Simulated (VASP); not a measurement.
## VASP 6.6.1 run: LiCl

INCAR

```
NSW = 0
PREC = Accurate
LCHARG = .FALSE.
NELMDL = -8
ISMEAR = 1
ENCUT = 400
LWAVE = .FALSE.
LASPH = .TRUE.
LREAL = .FALSE.
EDIFF = 1E-7
NBANDS = 12
IBRION = -1
METAGGA = R2SCAN
ALGO = Normal
SIGMA = 0.2
NELM = 120
ISIF = 2
```

KPOINTS

```
KPOINTS created by Atomic Simulation Environment
0
Gamma
8 8 8
0 0 0
```

POSCAR

```
Li Cl
 1.0000000000000000
     0.0000000000000000    2.6048452877999999    2.6048452877999999
     2.6048452877999999    0.0000000000000000    2.6048452877999999
     2.6048452877999999    2.6048452877999999    0.0000000000000000
 Li  Cl
   1   1
Cartesian
  0.0000000000000000  0.0000000000000000  0.0000000000000000
  2.6048452877999999  2.6048452877999999  2.6048452877999999
```

The recommended PBE PAW datasets give the neutral cell 10 valence electrons.

Command

```
mpirun -np 1 vasp_std
```

OSZICAR

```
N       E                     dE             d eps       ncg     rms          rms(c)
DAV:   1     0.289493915118E+02    0.28949E+02   -0.35157E+03   696   0.660E+02
DAV:   2    -0.124447074616E+02   -0.41394E+02   -0.39833E+02   876   0.136E+02
DAV:   3    -0.145557125596E+02   -0.21110E+01   -0.21081E+01   932   0.312E+01
DAV:   4    -0.146017631494E+02   -0.46051E-01   -0.46041E-01   964   0.471E+00
DAV:   5    -0.146022619764E+02   -0.49883E-03   -0.49881E-03   932   0.447E-01
DAV:   6    -0.146022707793E+02   -0.88030E-05   -0.88028E-05   976   0.495E-02
DAV:   7    -0.146022710116E+02   -0.23225E-06   -0.23229E-06   924   0.492E-03
DAV:   8    -0.146022710233E+02   -0.11680E-07   -0.11665E-07   688   0.767E-04    0.251E+00
DAV:   9    -0.126151285696E+02    0.19871E+01   -0.43090E-01   876   0.455E+00    0.233E+00
DAV:  10    -0.126171556309E+02   -0.20271E-02   -0.15643E-01   740   0.218E+00    0.832E-01
DAV:  11    -0.126160011118E+02    0.11545E-02   -0.34121E-02   824   0.936E-01    0.637E-01
DAV:  12    -0.126153698023E+02    0.63131E-03   -0.76872E-03   700   0.685E-01    0.693E-02
DAV:  13    -0.126153144424E+02    0.55360E-04   -0.21487E-04   960   0.118E-01    0.328E-02
DAV:  14    -0.126153130096E+02    0.14328E-05   -0.28591E-05   856   0.440E-02    0.292E-02
DAV:  15    -0.126153357849E+02   -0.22775E-04   -0.20380E-06   896   0.108E-02    0.175E-03
DAV:  16    -0.126153286007E+02    0.71842E-05   -0.13529E-07   844   0.358E-03    0.992E-04
DAV:  17    -0.126153259336E+02    0.26671E-05   -0.14636E-08   728   0.115E-03    0.225E-04
DAV:  18    -0.126153259082E+02    0.25331E-07   -0.19484E-09   448   0.363E-04
   1 F= -.12615326E+02 E0= -.12616898E+02  d E =0.471602E-02
```

From OUTCAR

```
k-points           NKPTS =     29   k-points in BZ     NKDIM =     29   number of bands    NBANDS=     12

   NELECT =      10.0000    total number of electrons

   dimension x,y,z NGX =    24 NGY =   24 NGZ =   24
   dimension x,y,z NGXF=    48 NGYF=   48 NGZF=   48

  energy-cutoff  :      400.00
  volume of cell :       35.35
      direct lattice vectors                 reciprocal lattice vectors
     0.000000000  2.604845288  2.604845288    -0.191949980  0.191949980  0.191949980
     2.604845288  0.000000000  2.604845288     0.191949980 -0.191949980  0.191949980
     2.604845288  2.604845288  0.000000000     0.191949980  0.191949980 -0.191949980

 k-points in reciprocal lattice and weights: KPOINTS created by Atomic Simulation Env
   0.00000000  0.00000000  0.00000000       0.002
   0.12500000  0.00000000  0.00000000       0.016
   0.25000000  0.00000000  0.00000000       0.016
   0.37500000  0.00000000  0.00000000       0.016
   0.50000000  0.00000000  0.00000000       0.008
   0.12500000  0.12500000  0.00000000       0.012
   0.25000000  0.12500000  0.00000000       0.047
   0.37500000  0.12500000  0.00000000       0.047
   ...

 E-fermi :  -0.0570

 k-point     1 :       0.0000    0.0000    0.0000
  band No.  band energies     occupation
      1     -45.1138      2.00000
      2     -13.9568      2.00000
      3      -0.1359      1.61382
      4      -0.1359      1.61362
      5      -0.1359      1.61362
      6       7.0046      0.00000
      7      12.4749      0.00000
      8      12.4750      0.00000
      9      12.4750      0.00000
     10      15.1113      0.00000
     11      15.1113      0.00000
     12      15.4569      0.00000

 k-point     2 :       0.1250    0.0000    0.0000
  band No.  band energies     occupation
      1     -45.1132      2.00000
      2     -13.8867      2.00000
      3      -0.6158      2.00056
      4      -0.1761      1.83611
      5      -0.1761      1.83601
      6       7.4423      0.00000
      7      11.7256      0.00000
      8      12.4285      0.00000
      9      12.4289      0.00000
     10      13.7262      0.00000
     11      13.7267      0.00000
     12      15.9146      0.00000

 k-point     3 :       0.2500    0.0000    0.0000
  band No.  band energies     occupation
      1     -45.1123      2.00000
      2     -13.7103      2.00000
      3      -1.5995      2.00000
      4      -0.2686      2.06029
      5      -0.2686      2.06029
      6       7.8306      0.00000
      7      11.3460      0.00000
      8      11.3468      0.00000
      9      11.5983      0.00000
     10      14.5133      0.00000
     11      14.5135      0.00000
     12      16.5305      0.00000

 k-point     4 :       0.3750    0.0000    0.0000
  band No.  band energies     occupation
      1     -45.1114      2.00000
      2     -13.5210      2.00000
      3      -2.4423      2.00000
      4      -0.3551      2.05615
      5      -0.3551      2.05615
      6       7.5317      0.00000
      7      10.4650      0.00000
      8      10.4659      0.00000
      9      12.8776      0.00000
     10      16.2818      0.00000
     11      16.2819      0.00000
     12      17.2451      0.00000

 ...

  Total       -0.6693997     -0.6693997     -0.6693997      0.0000000     -0.0000000      0.0000000
  in kB      -30.3403283    -30.3403283    -30.3403283      0.0000000     -0.0000000      0.0000000
  external PRESSURE =     -30.3403283 kB  Pullay stress =       0.0000000 kB

 POSITION                                       TOTAL-FORCE (eV/Angst)
 -----------------------------------------------------------------------------------
      0.00000      0.00000      0.00000         0.000000     -0.000000     -0.000000
      2.60485      2.60485      2.60485        -0.000000      0.000000      0.000000
 -----------------------------------------------------------------------------------
    total drift:                               -0.000000     -0.000000      0.000000

  FREE ENERGIE OF THE ION-ELECTRON SYSTEM (eV)
  ---------------------------------------------------
  free  energy   TOTEN  =       -12.6153259082 eV

  energy  without entropy=      -12.6200419277  energy(sigma->0) =      -12.61689791
```

It converged. Results: gap between bands v and c on the k mesh 7.14 eV; least direct gap on the k mesh 7.14 eV; pressure -3.0 GPa. Band v is the last that the valence electrons fill when counted band by band, and c is the next.

These settings aren't sound, so the numbers aren't properties of the crystal.

On sound settings r²SCAN gives a gap of 7.02 eV on its mesh and a pressure of -2.3 GPa for the intended cell.

The run took about 24 s on one core of a shared host (Intel Xeon Platinum 8488C) and held 0.14 GiB at most.
